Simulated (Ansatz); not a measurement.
**LiH: pressure against volume**

The task here is to estimate one member of a computed series from the others.

Program: Ansatz 0.2.0. Level of theory: DFT LDA, scalar-relativistic. These are calculated values, not measurements.

**The structure to begin with**

It takes space group Fm-3m (No. 225, cubic). Conventional cell: a = 4.065 Å, b = 4.065 Å, c = 4.065 Å, α = 90.00°, β = 90.00°, γ = 90.00°. Around Li (site symmetry m-3m) lie 6 H at 2.03 Å. H (site symmetry m-3m) has 6 Li at 2.03 Å as nearest neighbours.

Coordinates:

```
CELL_PARAMETERS angstrom
0.00000 2.03250 2.03250
2.03250 0.00000 2.03250
2.03250 2.03250 0.00000
ATOMIC_POSITIONS crystal
Li 0.00000 0.00000 0.00000
H 0.50000 0.50000 0.50000
```

The cell is a deposited one (Crystallography Open Database entry 1010896); the temperature and pressure of the measurement aren't taken into account, and nothing was relaxed.

Atoms are numbered in the order of the input: Li1, H2.

The first run:

Contents of input.yaml:

```yaml
crystal:
  lattice:
    - [0.0, 1.991008766, 1.991008766]
    - [1.991008766, 0.0, 1.991008766]
    - [1.991008766, 1.991008766, 0.0]
  atoms:
    - { symbol: Li, position: [0.0, 0.0, 0.0] }
    - { symbol: H, position: [0.5, 0.5, 0.5] }
kpoints:
  mp_grid: { grid: [11, 11, 11] }
  band_path:
    path:
      - [0.0, 0.0, 0.0]
      - [0.5, 0.0, 0.5]
      - [0.625, 0.25, 0.625]
      - [0.375, 0.375, 0.75]
      - [0.0, 0.0, 0.0]
      - [0.5, 0.5, 0.5]
      - [0.5, 0.25, 0.75]
      - [0.5, 0.0, 0.5]
    npoints: 5
scf:
  occupations: { method: fermi_dirac, width: 0.03 }
hamiltonian:
  xc: lda
  pseudopotentials: { kind: all_electron, lapw: { basis_error: 0.001 } }
output:
  forces: true
  stress: true
  eigenvalues: true
```

Launch:

```
> ansatz run input.yaml --threads 1 --pin off --max-ram 3072MiB --backend cpu --events-out ev --progress --plain --runs-dir out
```

Among the steps run: Volume × 0.94, LAPW; Volume × 0.94, PAW; Volume × 0.94, crystal datasets; Volume × 0.98, LAPW; Volume × 0.98, PAW; Volume × 0.98, crystal datasets; Volume × 1.01, LAPW; Volume × 1.01, PAW; Volume × 1.01, crystal datasets; Volume × 1.04, LAPW; Volume × 1.04, PAW; Volume × 1.04, crystal datasets.

One of the session's tables, all rows but one given; the rest of the session is left out.

It belongs to the step «Fits». 

```
          method  volume (Å³/atom)  pressure (GPa)  gap on the k mesh (eV)
            LAPW             7.893           -2.04                    2.80
            LAPW             8.228           -3.34                    2.83
            LAPW             8.396               ?                       ?
            LAPW             8.480           -4.16                    2.85
            LAPW             8.732           -4.88                    2.87
             PAW             7.893           -2.06                    2.80
             PAW             8.228           -3.36                    2.83
             PAW             8.396           -3.92                    2.84
             PAW             8.480           -4.18                    2.85
             PAW             8.732           -4.90                    2.87
crystal datasets             7.893           -2.04                    2.80
crystal datasets             8.228           -3.34                    2.83
crystal datasets             8.396           -3.92                    2.85
crystal datasets             8.480           -4.17                    2.85
crystal datasets             8.732           -4.88                    2.87
```

**Question.** Estimate the row for LAPW, 8.396.

**Answer.** pressure (GPa): -3.90; gap on the k mesh (eV): 2.85. In the column «pressure (GPa)» it lies between crystal datasets, 8.396 (-3.92) and PAW, 8.228 (-3.36).

To keep in mind: Warnings in the runs' records: crystal datasets made.
